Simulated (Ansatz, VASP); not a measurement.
# Two plane-wave programs on CuO

INCAR

```
SYSTEM = CuO
ALGO = Normal
EDIFF = 1E-7
ENCUT = 520
GGA = PE
ISIF = 2
ISMEAR = -1
LASPH = .True.
LCHARG = .False.
LREAL = .False.
LWAVE = .False.
NBANDS = 25
NELM = 60
PREC = Accurate
SIGMA = 0.05
```

The input KPOINTS:

```
k-points
0
Gamma
  10 10 5
  0 0 0
```

The input POSCAR:

```
CuO
1.0
    2.3906349594     -1.7470044264      0.0000000000
    2.3906349594      1.7470044264      0.0000000000
   -0.8774277226      0.0000000000      5.1586693681
Cu O
2 2
Direct
    0.0032000000      0.4968000000      0.0000000000
    0.4968000000      0.0032000000      0.5000000000
    0.5714000000      0.4056000000      0.2537000000
    0.4056000000      0.5714000000      0.7537000000
```

input.yaml

```yaml
crystal:
  lattice:
    - [2.3906349594, -1.7470044264, 0.0]
    - [2.3906349594, 1.7470044264, 0.0]
    - [-0.8774277226, 0.0, 5.1586693681]
  atoms:
    - { symbol: Cu, position: [0.0032, 0.4968, 0.0] }
    - { symbol: Cu, position: [0.4968, 0.0032, 0.5] }
    - { symbol: O, position: [0.5714, 0.4056, 0.2537] }
    - { symbol: O, position: [0.4056, 0.5714, 0.7537] }
hamiltonian:
  xc: pbe
  pseudopotentials: { kind: paw }
kpoints:
  mp_grid: { grid: [10, 10, 5] }
scf:
  occupations: { method: fermi_dirac, width: 0.05 }
output:
  forces: true
  stress: true
  eigenvalues: true
  write_density: true
  write_potential: true
  elf: true
  volumetric_format: npy
```

Change from the starting cell: volume scaled by 1.06.

Alike in both runs: task single point; functional PBE; k mesh 10 × 10 × 5; occupations fermi-dirac, width 0.05 eV; no spin polarisation.

|  | VASP | Ansatz |
| --- | --- | --- |
| version | VASP 6.6.1 | Ansatz 0.2.0 |
| potentials or method | VASP PAW PBE potentials, release 64 (Cu, O) | Ansatz PAW |
| plane-wave cutoff (eV) | 520 | 420 |
| valence electrons in the cell | 34 | 50 |

|  | VASP | Ansatz | Ansatz less VASP |
| --- | --- | --- | --- |
| gap on the k mesh at the Fermi level (eV) | none | none | - |
| pressure (GPa) | -3.3 | -3.9 | -0.53 |
| largest component of the traceless stress (GPa) | 2.71 | 3.03 | +0.321 |
| rms of the force components (eV/Å) | 0.383 | 0.378 | -0.0052 |

Atom by atom the forces differ by 0.021 eV/Å (rms over components). A gap of «none» marks a metal or a gap that the smearing closes. The two sets of potentials don't hold the same shells in valence.

Caveats: the run has no spin polarisation, though such a crystal can be magnetic; semilocal functionals often make such compounds metallic where correlation or magnetic order opens a gap, which also shifts bond lengths; the pressure holds a Pulay correction of +0.7 GPa for the finite cutoff (Ansatz).
